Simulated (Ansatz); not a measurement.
# ZrSe2 (P-3m1) in Ansatz: relaxation of cell and atoms with PBEsol

Aim: the relaxation of cell and atoms of ZrSe2 with PBEsol.

All numbers are computed with Ansatz 0.2.0; they aren't measurements. Logs are shortened: lines on timing, memory, paths and dates and some standing lists are left out, and cuts for length are marked.

## Step 1: The crystal as given

The structure is trigonal, space group P-3m1 (No. 164). The conventional cell has a = 3.798 Å, b = 3.798 Å, c = 6.192 Å, α = 90.00°, β = 90.00°, γ = 120.00°. Around Zr (site symmetry -3m) lie 6 Se at 2.68 Å. Se (site symmetry 3m) has 3 Zr at 2.68 Å as nearest neighbours.

## Step 2: Relaxation of cell and atoms, PBEsol

Input file input.yaml:

```yaml
crystal:
  lattice:
    - [3.798, 0.0, 0.0]
    - [-1.899, 3.2891644836, 0.0]
    - [0.0, 0.0, 6.192]
  atoms:
    - { symbol: Zr, position: [0.0, 0.0, 0.0] }
    - { symbol: Se, position: [0.6666666667, 0.3333333333, 0.75] }
    - { symbol: Se, position: [0.3333333333, 0.6666666667, 0.25] }
hamiltonian:
  xc: pbesol
  pseudopotentials: { kind: paw }
kpoints:
  mp_grid: { grid: [8, 8, 5] }
scf:
  occupations: { method: fermi_dirac, width: 0.05 }
output:
  forces: true
  stress: true
relax:
  f_tol: 0.01
  max_steps: 40
  cell: { stress_tol: 0.05 }
```

Potentials or basis: Ansatz PAW.

Started as:

```bash
$ ansatz run input.yaml --threads 2 --pin off --max-ram 5632MiB --backend cpu --events-out ev --progress --plain --runs-dir out
```

The program printed:

```text
Warning: RAYON_NUM_THREADS=2 ignored (pool sized by the plan → 2); use --threads N
Engine: ansatz 0.2.0, x86_64-unknown-linux-gnu
Pseudopotentials: kind: paw
Pseudopotential: Zr, paw, valence charge 12, recommended cutoff 420 eV (normal), Zr.paw.azcp
Pseudopotential: Se, paw, valence charge 16, recommended cutoff 420 eV (normal), Se.paw.azcp
Functional definition: PBEsol
  exchange = pbesol_x
  correlation = pbesol_c
Crystal: 3 atoms, lattice volume = 77.352 Å³
Basis set: ecut = 420 eV, 1521 PW (Γ), exchange–correlation on 54×54×90 points (8 copies of the dense FFT grid, shifted against one another)
Bands: 27, of which v1, the nominal top of the filled ones, is band 22 counted from 1 (21 counted from 0)
Symmetry: 12 space group operations
Space group: P-3m1 (ITA 164), of the structure as read, at distance tolerance 4.3e-5 Å
k-points: 40 of 320
Non-local potential: Zr, projectors of the file, l = 0: 3, l = 1: 2, l = 2: 2, l = 3: 2
Non-local potential: Se, projectors of the file, l = 0: 2, l = 1: 2, l = 2: 3, l = 3: 1
PAW form: soft (Blöchl's): semilocal exchange-correlation on the pseudo side does not see the compensation charge
PAW frozen core: Zr, regenerated for the run's functional, and the local potential with it (the file was generated under x = pbe(κ = 0.804, μ = 0.2195149727645171), c = pbe(β = 0.06672455060314922))
PAW frozen core: Se, regenerated for the run's functional, and the local potential with it (the file was generated under x = pbe(κ = 0.804, μ = 0.2195149727645171), c = pbe(β = 0.06672455060314922))
PAW one-centre angular grid: Zr, 590 points (default); XC on 64 Gauss nodes
PAW one-centre angular grid: Se, 590 points (default); XC on 64 Gauss nodes
Initial density: superposition of atomic densities (neutral atoms: chi_scale 0, normalization atom), corrected by the library's trained network
Initial wavefunctions: pseudopotential atomic-orbital guess
Functional: x = pbesol(κ = 0.804, μ = 0.12345679012345678), c = pbesol(β = 0.046)
SCF iter   1: F=—  HF=-14981.060847 eV  |F-HF|=—  |Δ(HF+E_count)|=         —  Δρ=2.45e-3  dr2=7.24e-3  ethr=1.77e-3  ⟨swp⟩=5.9  Hψ=4172  notcnv=0
preconditioner: auto → Resta (q_TF=auto, 2.483 Å⁻¹)  ε∞=5.6  [insulator: Δε(μ)=0.336 eV  Ē_g=7.866 eV  σ=0.050 eV  W_gap=0.93  n_scr=22 (ndim 8)  ℏωp=16.9 eV  f_vac=0.068  D(μ)=0.05/eV (n_scr^D=0)  ε∞_Penn≈5.6]
SCF iter   2: F=—  HF=-14981.059364 eV  |F-HF|=—  |Δ(HF+E_count)|=   1.48e-3  Δρ=1.24e-3  dr2=9.85e-4  ethr=1.65e-5  ⟨swp⟩=2.9  Hψ=2332  notcnv=0
SCF iter   3: F=—  HF=-14981.059459 eV  |F-HF|=—  |Δ(HF+E_count)|=   9.54e-5  Δρ=6.08e-4  dr2=2.89e-4  ethr=2.24e-6  ⟨swp⟩=2.0  Hψ=1190  notcnv=0
SCF iter   4: F=—  HF=-14981.059549 eV  |F-HF|=—  |Δ(HF+E_count)|=   8.97e-5  Δρ=1.08e-4  dr2=1.54e-5  ethr=6.56e-7  ⟨swp⟩=2.0  Hψ=1399  notcnv=0
SCF iter   5: F=—  HF=-14981.059557 eV  |F-HF|=—  |Δ(HF+E_count)|=   7.59e-6  Δρ=2.82e-5  dr2=6.77e-7  ethr=3.49e-8  ⟨swp⟩=2.0  Hψ=1394  notcnv=0
SCF iter   6: F=—  HF=-14981.059558 eV  |F-HF|=—  |Δ(HF+E_count)|=   1.06e-6  Δρ=1.04e-5  dr2=1.70e-7  ethr=2.27e-10  ⟨swp⟩=4.3  Hψ=3917  notcnv=0
SCF iter   7: F=-14981.059558 eV  HF=-14981.059558 eV  |F-HF|=4.69e-10  |Δ(HF+E_count)|=   1.65e-7  Δρ=2.79e-6  dr2=1.16e-8  ethr=2.27e-10  ⟨swp⟩=4.1  Hψ=3799  notcnv=0
SCF 1 converged in 7 iterations: F = -14981.059558 eV  dr2 = 1.16e-8
relax step   1: F+E_penalty+E_count = -14981.05955794 eV  Δ(F+E_penalty+E_count) = +0.000e0 eV  max|allowed force component| = 8.330e-2 eV/Å  Δτ_max = 0.0000 Å  P = -1.201 GPa  Ω = 77.352 Å³  (7 SCF iters, dr2 threshold 1.00e-7 eV, accepted)
Crystal: 3 atoms, lattice volume = 70.732 Å³
Basis set: ecut = 420 eV, 1353 PW (Γ), exchange–correlation on 54×54×90 points (8 copies of the dense FFT grid, shifted against one another)
Initial density: handed on by an earlier stage of this run
Initial wavefunctions: those handed on with the density
iter 1 solved again at ethr=2.06e-3 eV; its pass at ethr=3.10e-3 eV (dr2=9.06e-1 eV) is discarded
SCF iter   1: F=—  HF=-14981.186294 eV  |F-HF|=—  |Δ(HF+E_count)|=         —  Δρ=1.81e-2  dr2=9.10e-1  ethr=2.06e-3  ⟨swp⟩=1.0  Hψ=5453  notcnv=0
preconditioner: auto → LDOS  [insulator: Δε(μ)=0.118 eV  Ē_g=7.892 eV  σ=0.050 eV  W_gap=0.50  n_scr=22 (ndim 8)  ℏωp=17.7 eV  f_vac=0.018  D(μ)=0.71/eV (n_scr^D=2)  ε∞_Penn≈6.0  β→1.0]
SCF iter   2: F=—  HF=-14981.394057 eV  |F-HF|=—  |Δ(HF+E_count)|=   2.08e-1  Δρ=2.46e-2  dr2=2.04e0  ethr=2.06e-3  ⟨swp⟩=3.8  Hψ=2035  notcnv=0  recentre
preconditioner: auto → Resta (q_TF=auto, 2.521 Å⁻¹)  ε∞=5.4  [insulator: Δε(μ)=0.153 eV  Ē_g=8.455 eV  σ=0.050 eV  W_gap=0.61  n_scr=22 (ndim 8)  ℏωp=17.7 eV  f_vac=0.024  D(μ)=0.16/eV (n_scr^D=0)  ε∞_Penn≈5.4  β→0.5]
SCF iter   3: F=—  HF=-14981.037809 eV  |F-HF|=—  |Δ(HF+E_count)|=   3.56e-1  Δρ=2.96e-3  dr2=4.85e-3  ethr=2.06e-3  ⟨swp⟩=3.0  Hψ=1785  notcnv=0  defer=6
SCF iter   4: F=—  HF=-14981.037540 eV  |F-HF|=—  |Δ(HF+E_count)|=   2.69e-4  Δρ=1.42e-3  dr2=4.72e-3  ethr=1.10e-5  ⟨swp⟩=2.0  Hψ=1711  notcnv=0  defer=7
SCF iter   5: F=—  HF=-14981.036894 eV  |F-HF|=—  |Δ(HF+E_count)|=   6.46e-4  Δρ=5.08e-4  dr2=4.27e-4  ethr=1.07e-5  ⟨swp⟩=1.3  Hψ=1099  notcnv=0  defer=7
SCF iter   6: F=—  HF=-14981.036833 eV  |F-HF|=—  |Δ(HF+E_count)|=   6.04e-5  Δρ=1.39e-4  dr2=3.11e-5  ethr=9.70e-7  ⟨swp⟩=2.0  Hψ=1299  notcnv=0  defer=7
SCF iter   7: F=—  HF=-14981.036829 eV  |F-HF|=—  |Δ(HF+E_count)|=   4.47e-6  Δρ=4.04e-5  dr2=1.49e-6  ethr=7.06e-8  ⟨swp⟩=2.0  Hψ=1880  notcnv=0  defer=7
SCF iter   8: F=-14981.036829 eV  HF=-14981.036829 eV  |F-HF|=1.18e-8  |Δ(HF+E_count)|=   8.69e-8  Δρ=1.37e-5  dr2=1.54e-7  ethr=6.82e-10  ⟨swp⟩=4.1  Hψ=3888  notcnv=0
SCF 2 converged in 8 iterations: F = -14981.036829 eV  dr2 = 1.54e-7
relax step   2: F+E_penalty+E_count = -14981.03682883 eV  Δ(F+E_penalty+E_count) = +2.273e-2 eV  max|allowed force component| = 4.037e-1 eV/Å  Δτ_max = 0.1298 Å  P = +0.059 GPa  Ω = 70.732 Å³  energy of the carried Pulay correction = +7.829e-4 eV  (8 SCF iters, dr2 threshold 3.00e-7 eV, rejected (line search))
Crystal: 3 atoms, lattice volume = 74.017 Å³
Basis set: ecut = 420 eV, 1425 PW (Γ), exchange–correlation on 54×54×90 points (8 copies of the dense FFT grid, shifted against one another)
[... 14 lines left out ...]
Crystal: 3 atoms, lattice volume = 73.999 Å³
Basis set: ecut = 420 eV, 1449 PW (Γ), exchange–correlation on 54×54×90 points (8 copies of the dense FFT grid, shifted against one another)
iter 1 solved again at ethr=1.91e-6 eV; its pass at ethr=3.10e-3 eV (dr2=8.41e-4 eV) is discarded
SCF iter   1: F=—  HF=-14981.080996 eV  |F-HF|=—  |Δ(HF+E_count)|=         —  Δρ=1.26e-3  dr2=8.09e-4  ethr=1.91e-6  ⟨swp⟩=2.0  Hψ=4707  notcnv=0
preconditioner: auto → Resta (q_TF=auto, 2.502 Å⁻¹)  ε∞=5.6  [insulator: Δε(μ)=0.146 eV  Ē_g=8.010 eV  σ=0.050 eV  W_gap=0.61  n_scr=22 (ndim 8)  ℏωp=17.3 eV  f_vac=0.039  D(μ)=0.25/eV (n_scr^D=0)  ε∞_Penn≈5.6]
SCF iter   2: F=—  HF=-14981.080736 eV  |F-HF|=—  |Δ(HF+E_count)|=   2.60e-4  Δρ=5.90e-4  dr2=1.77e-4  ethr=1.84e-6  ⟨swp⟩=2.7  Hψ=1625  notcnv=0
SCF iter   3: F=—  HF=-14981.080684 eV  |F-HF|=—  |Δ(HF+E_count)|=   5.22e-5  Δρ=9.03e-5  dr2=7.98e-6  ethr=4.02e-7  ⟨swp⟩=2.0  Hψ=1920  notcnv=0
SCF iter   4: F=—  HF=-14981.080687 eV  |F-HF|=—  |Δ(HF+E_count)|=   2.55e-6  Δρ=4.57e-5  dr2=4.26e-6  ethr=1.81e-8  ⟨swp⟩=2.0  Hψ=1363  notcnv=0
SCF iter   5: F=-14981.080686 eV  HF=-14981.080686 eV  |F-HF|=6.58e-9  |Δ(HF+E_count)|=   6.69e-7  Δρ=1.20e-5  dr2=1.73e-7  ethr=6.82e-10  ⟨swp⟩=3.0  Hψ=4171  notcnv=0
SCF 4 converged in 5 iterations: F = -14981.080686 eV  dr2 = 1.73e-7
relax step   4: F+E_penalty+E_count = -14981.08068605 eV  Δ(F+E_penalty+E_count) = -2.606e-3 eV  max|allowed force component| = 8.729e-3 eV/Å  Δτ_max = 0.0182 Å  P = -0.051 GPa  Ω = 73.999 Å³  energy of the carried Pulay correction = +3.879e-4 eV  (5 SCF iters, dr2 threshold 3.00e-7 eV, accepted)
Crystal: 3 atoms, lattice volume = 73.936 Å³
iter 1 solved again at ethr=4.37e-8 eV; its pass at ethr=3.10e-3 eV (dr2=1.92e-5 eV) is discarded
SCF iter   1: F=—  HF=-14981.080721 eV  |F-HF|=—  |Δ(HF+E_count)|=         —  Δρ=9.38e-5  dr2=1.97e-5  ethr=4.37e-8  ⟨swp⟩=2.0  Hψ=4970  notcnv=0
preconditioner: auto → Resta (q_TF=auto, 2.502 Å⁻¹)  ε∞=5.7  [insulator: Δε(μ)=0.140 eV  Ē_g=8.007 eV  σ=0.050 eV  W_gap=0.59  n_scr=22 (ndim 8)  ℏωp=17.3 eV  f_vac=0.038  D(μ)=0.25/eV (n_scr^D=0)  ε∞_Penn≈5.7]
SCF iter   2: F=—  HF=-14981.080716 eV  |F-HF|=—  |Δ(HF+E_count)|=   4.75e-6  Δρ=4.27e-5  dr2=1.79e-6  ethr=4.37e-8  ⟨swp⟩=2.0  Hψ=1277  notcnv=0
SCF iter   3: F=—  HF=-14981.080715 eV  |F-HF|=—  |Δ(HF+E_count)|=   3.48e-7  Δρ=1.69e-5  dr2=3.98e-7  ethr=4.06e-9  ⟨swp⟩=2.0  Hψ=1352  notcnv=0
SCF iter   4: F=—  HF=-14981.080715 eV  |F-HF|=—  |Δ(HF+E_count)|=   7.21e-9  Δρ=6.19e-6  dr2=4.53e-8  ethr=9.03e-10  ⟨swp⟩=2.9  Hψ=1915  notcnv=0
SCF iter   5: F=-14981.080715 eV  HF=-14981.080715 eV  |F-HF|=4.10e-9  |Δ(HF+E_count)|=   1.28e-8  Δρ=2.75e-6  dr2=7.99e-9  ethr=5.73e-11  ⟨swp⟩=4.0  Hψ=3750  notcnv=0
SCF 5 converged in 5 iterations: F = -14981.080715 eV  dr2 = 7.99e-9
relax step   5: F+E_penalty+E_count = -14981.08071543 eV  Δ(F+E_penalty+E_count) = -2.938e-5 eV  max|allowed force component| = 1.333e-3 eV/Å  Δτ_max = 0.0006 Å  P = -0.009 GPa  Ω = 73.936 Å³  energy of the carried Pulay correction = +3.955e-4 eV  (5 SCF iters, dr2 threshold 2.52e-8 eV, accepted)
Basis set: ecut = 420 eV, 1449 PW (Γ), exchange–correlation on 50×50×90 points (8 copies of the dense FFT grid, shifted against one another)
Initial wavefunctions: pseudopotential atomic-orbital guess (no wavefunctions were taken with the density)
iter 1 solved again at ethr=5.81e-8 eV; its pass at ethr=3.10e-3 eV (dr2=2.56e-5 eV) is discarded
SCF iter   1: F=—  HF=-14981.080345 eV  |F-HF|=—  |Δ(HF+E_count)|=         —  Δρ=3.34e-5  dr2=1.06e-7  ethr=5.81e-8  ⟨swp⟩=3.3  Hψ=7152  notcnv=0
preconditioner: auto → Resta (q_TF=auto, 2.502 Å⁻¹)  ε∞=5.7  [insulator: Δε(μ)=0.141 eV  Ē_g=8.008 eV  σ=0.050 eV  W_gap=0.60  n_scr=22 (ndim 8)  ℏωp=17.3 eV  f_vac=0.035  D(μ)=0.25/eV (n_scr^D=0)  ε∞_Penn≈5.7]
SCF iter   2: F=—  HF=-14981.080341 eV  |F-HF|=—  |Δ(HF+E_count)|=   4.42e-6  Δρ=1.84e-5  dr2=5.13e-8  ethr=2.42e-10  ⟨swp⟩=2.0  Hψ=1925  notcnv=0
SCF iter   3: F=—  HF=-14981.080341 eV  |F-HF|=—  |Δ(HF+E_count)|=   6.59e-8  Δρ=6.34e-6  dr2=9.16e-9  ethr=1.17e-10  ⟨swp⟩=2.0  Hψ=1368  notcnv=0
SCF iter   4: F=—  HF=-14981.080341 eV  |F-HF|=—  |Δ(HF+E_count)|=   6.29e-9  Δρ=1.44e-6  dr2=1.04e-9  ethr=2.08e-11  ⟨swp⟩=2.6  Hψ=1729  notcnv=0
SCF iter   5: F=—  HF=-14981.080341 eV  |F-HF|=—  |Δ(HF+E_count)|=  4.35e-10  Δρ=3.70e-7  dr2=1.48e-10  ethr=2.37e-12  ⟨swp⟩=2.0  Hψ=1300  notcnv=0
SCF iter   6: F=-14981.080341 eV  HF=-14981.080341 eV  |F-HF|=7.28e-12  |Δ(HF+E_count)|=  1.33e-10  Δρ=9.06e-8  dr2=1.03e-11  ethr=1.00e-12  ⟨swp⟩=5.9  Hψ=4823  notcnv=0
SCF 6 converged in 6 iterations: F = -14981.080341 eV  dr2 = 1.03e-11
relax step   6: F+E_penalty+E_count = -14981.08034075 eV  Δ(F+E_penalty+E_count) = +3.747e-4 eV  max|allowed force component| = 1.156e-3 eV/Å  Δτ_max = 0.0000 Å  P = -0.010 GPa  Ω = 73.936 Å³  stress off target by 2.68e-2 GPa  SCF on the basis re-selected at this cell (its energy is not comparable with the rows above)  (6 SCF iters)
basis re-selected at this cell: Δ(F+E_penalty+E_count) = +3.747e-4 eV, ΔP = -0.001 GPa vs the last step (what re-selecting the basis moved, of the pressure what is left beyond the Pulay correction that the steps carried, after the strain that the cell walked since its last selection, with what the two solves' SCF thresholds leave and, on support functions, any second-order correction that the steps lacked; it is no measure of the basis error at this ecutwfc). The dense FFT grid was sized anew with the basis: this SCF ran on 25×25×45 points, the steps before it on 27×27×45, so part of this shift can come from that change (see relax.cell in the input reference). This SCF's stress stands 2.68e-2 GPa from its target on what of the cell is left free (relax.cell.stress_tol is 5.00e-2 GPa) and its largest allowed force component is 1.16e-3 eV/Å (relax.f_tol is 1.00e-2 eV/Å): within both
SCF converged after 6 iterations
Free energy (F): -14981.080341 eV
Harris-Foulkes:  -14981.080341 eV  (|F-HF|=7.28e-12)
Internal energy: -14981.077971 eV  (E = F + TS)
E sigma→0 (E₀):  -14981.079156 eV
Entropy (-TS):   -0.002370 eV (-0.790 meV/atom)
Fermi energy:    9.366420 eV
--- Per-component energies (eV) ---
  E_band       = -876.186534
  E_kinetic    = 571.012271
  E_local      = -5702.866120  (includes V_loc(G=0)·N_el)
  E_nonlocal   = -1106.087047
  E_hartree    = 2696.914645
  E_xc         = -368.310746
  E_vxc        = -388.028103  (∫ρ·V_xc dr)
  E_paw        = -6634.575328  (= ΣΔE_a)
  E_vpaw       = 355.954498  (= ΣTr[D̂ρ^β])
  E_aug_tail   = -0.001161  (compensation charges beyond the density's cutoff)
  E_ewald      = -4439.347106
  E_core_change = 2.182621  (= ΣΔE_core)
  E_smearing   = -0.002370  (= −TS)
  E_closure    = -0.000000  (closes the sum)
  Σ components = -14981.080341   (vs F -14981.080341, Δ=0.00e0)
--- Forces (eV/Å), atoms counted from 1 ---
  atom   1  Zr     0.00000000     0.00000000     0.00000000
  atom   2  Se    -0.00000000    -0.00000000     0.00115577
  atom   3  Se    -0.00000000     0.00000000    -0.00115577
  max |Σ_I F_I| component: 4.63e-18 eV/Å
--- Stress (GPa, compression-positive) ---
       -0.002025       0.000000       0.000000
        0.000000      -0.002025      -0.000000
        0.000000      -0.000000      -0.026762
  P = ⅓ Tr σ = -0.0103 GPa (-0.103 kbar)
--- Relaxed structure (5 steps of the walk, 4 accepted, 1 SCFs on fresh bases) ---
  F+E_penalty+E_count = -14981.08034075 eV   max|allowed force component| = 1.156e-3 eV/Å   (the final SCF, on the basis selected at the relaxed cell)
  cell:  # Å, volume = 73.9356 Å³
    - [3.7297546513571915, 0.0, -5.7224721964003955e-34]
    - [-1.8648773256785958, 3.2300622779585, -3.266594508558565e-18]
    - [7.46362250446918e-34, -6.149511007408938e-18, 6.137092946060584]
  atoms:
    - { symbol: Zr, position: [3.322735495592161e-34, -3.0496757389520195e-37, 1.867704000836356e-19] }
    - { symbol: Se, position: [0.6666666666666666, 0.3333333333333333, 0.7413136535001837] }
    - { symbol: Se, position: [0.3333333333333333, 0.6666666666666666, 0.25868634649981637] }
```

Wall time 3.8 s (2 threads of AMD EPYC 9R45 (Zen 5), shared host); peak memory 0.49 GiB.

What came out:

```yaml
Free_energy: -14981.0803 eV
Relaxed_volume: 24.65 Å³/atom
Relaxed_cell: a = 3.730 Å, b = 3.730 Å, c = 6.137 Å, α = 90.00°, β = 90.00°, γ = 120.00°
Space_group_after_relaxing_to_0.05_Å: P-3m1 (No. 164)
Energy_gained_by_relaxing: 6.9 meV/atom
Ionic_steps: 5
Pressure_after_relaxing: 0.0 GPa
```

Step by step:
| step | energy change (eV) | largest force (eV/Å) | volume (Å³) |
| --- | --- | --- | --- |
| 1 | 0.0000 | 0.0833 | 77.35 |
| 2 | -0.0185 | 0.1556 | 74.02 |
| 3 | -0.0211 | 0.0087 | 74.00 |
| 4 | -0.0212 | 0.0013 | 73.94 |
| 5 | -0.0208 | 0.0012 | 73.94 |

Final structure:
```
CELL_PARAMETERS angstrom
3.72975 0.00000 0.00000
-1.86488 3.23006 0.00000
0.00000 0.00000 6.13709
ATOMIC_POSITIONS crystal
Zr 0.00000 0.00000 0.00000
Se 0.66667 0.33333 0.74131
Se 0.33333 0.66667 0.25869
```

Caveat: the plane-wave basis is chosen anew once the cell has moved, so the energies of steps on either side of that aren't comparable; this functional lacks dispersion, which binds the layers, so the pressure and a relaxed spacing across them are unreliable; the PAW data sets come from PBE, with cores solved anew for the run's functional, which leaves a small shift of forces and pressure.
